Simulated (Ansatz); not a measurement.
# Perturbing Si

Base: an entry of the Crystallography Open Database (COD) whose atoms were relaxed with PBE, the cell held.

```
Si
1.0
    -3.31800    3.31800    3.31800
     3.31800   -3.31800    3.31800
     3.31800    3.31800   -3.31800
Si
8
Direct
  0.20332 0.20332 0.20332
  0.50000 0.00000 0.29668
  0.29668 0.50000 0.00000
  0.00000 0.29668 0.50000
  0.79668 0.79668 0.79668
  0.50000 0.00000 0.70332
  0.70332 0.50000 0.00000
  0.00000 0.70332 0.50000
```

Sites (sets of like atoms) are named by element and the number of their first atom in this list.

Method: Kohn–Sham DFT in Ansatz, PBE, plane waves and PAW, scalar-relativistic, 420 eV cutoff, Γ-centred 10×10×10 k-points, Fermi–Dirac smearing 0.05 eV.

Gradients in 10²¹ V/m²:

```
site             atoms  V_zz base  η base  V_zz variant  η variant
  Si  1, 2, 3, 4, 5, …      -1.06    0.00         -1.31       0.24
```

Q: Which change was made?
A. z stretched by 3 %, ions relaxed
B. volume scaled by 1.06, ions relaxed
C. volume scaled by 0.98, ions relaxed
D. z compressed by 1 %, ions relaxed

A: A. The largest change of V_zz is on Si, from -1.06 to -1.31. Where |V_zz| stays above 0.1, η moves most on Si, from 0.00 to 0.24.

With no gap above 0.1 eV, as in a metal, the gradients converge slowly in k; expect changes of a tenth or more on a denser mesh. Semilocal functionals make gaps too small and can close them, so the real compound need not be a metal.
